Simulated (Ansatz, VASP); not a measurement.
## Se: VASP beside Ansatz

Contents of INCAR:

```
ALGO     = Normal         # electronic algorithm
EDIFF    = 1E-6           # SCF threshold, eV
ENCUT    = 520            # plane-wave cutoff, eV
GGA      = PE             # functional
ISIF     = 2              # what is computed and relaxed
ISMEAR   = -1             # smearing method
LASPH    = T              # aspherical terms in the spheres
LCHARG   = T              # write CHGCAR
LELF     = T              # ELF
LREAL    = F              # projectors in reciprocal space
LVHAR    = T            
LWAVE    = F              # write WAVECAR
NBANDS   = 16             # bands
NELM     = 60             # most SCF steps
PREC     = Accurate       # precision mode
SIGMA    = 0.03           # smearing width, eV
```

File KPOINTS:

```
k-points
0
Gamma
  6 6 5
```

File POSCAR:

```
Se
1.0
    4.3661999489      0.0000000000      0.0000000000
   -2.1830999745      3.7812400738      0.0000000000
    0.0000000000      0.0000000000      5.0031360000
Se
3
Direct
    0.2254000000      0.0000000000      0.3333333333
    0.0000000000      0.2254000000      0.6666666667
    0.7746000000      0.7746000000      0.0000000000
```

Input for Ansatz:

```yaml
crystal:
  lattice:
    - [4.3661999489, 0.0, 0.0]
    - [-2.1830999745, 3.7812400738, 0.0]
    - [0.0, 0.0, 5.003136]
  atoms:
    - { symbol: Se, position: [0.2254, 0.0, 0.3333333333] }
    - { symbol: Se, position: [0.0, 0.2254, 0.6666666667] }
    - { symbol: Se, position: [0.7746, 0.7746, 0.0] }
kpoints:
  mp_grid: { grid: [6, 6, 5] }
  band_path:
    path:
      - [0.0, 0.0, 0.0]
      - [0.5, 0.0, 0.0]
      - [0.3333333333, 0.3333333333, 0.0]
      - [0.0, 0.0, 0.0]
      - [0.0, 0.0, 0.5]
      - [0.5, 0.0, 0.5]
      - [0.3333333333, 0.3333333333, 0.5]
      - [0.0, 0.0, 0.5]
      - [0.5, 0.0, 0.5]
    npoints: 5
scf:
  occupations: { method: fermi_dirac, width: 0.03 }
hamiltonian:
  xc: pbe
  pseudopotentials: { kind: all_electron, lapw: { basis_error: 0.001 } }
output:
  forces: true
  stress: true
  eigenvalues: true
```

Change from the starting cell: zz strain of +1 %.

Alike in both runs: task single point; functional PBE; k mesh 6 × 6 × 5; occupations fermi-dirac, width 0.03 eV; no spin polarisation.

|  | VASP | Ansatz |
| --- | --- | --- |
| version | VASP 6.6.1 | Ansatz 0.2.0 |
| potentials or method | VASP PAW PBE potentials, release 64 (Se) | all-electron LAPW, scalar-relativistic |
| plane-wave cutoff (eV) | 520 | see its input |

VASP gave:

* gap on the k mesh at the Fermi level (eV): 1.33
* pressure (GPa): 2.1
* largest component of the traceless stress (GPa): 0.72
* rms of the force components (eV/Å): 0.181

**Question.** Estimate Ansatz's values.

**Answer.** gap on the k mesh at the Fermi level (eV): 1.34; pressure (GPa): 2.0; largest component of the traceless stress (GPa): 0.67; rms of the force components (eV/Å): 0.160.

Atom by atom the forces differ by 0.021 eV/Å (rms over components). Ansatz ran all-electron here, so the differences hold the error of VASP's frozen core and of both bases.

Caveats: an odd mesh through Γ misses points on the zone boundary, where band edges often lie.
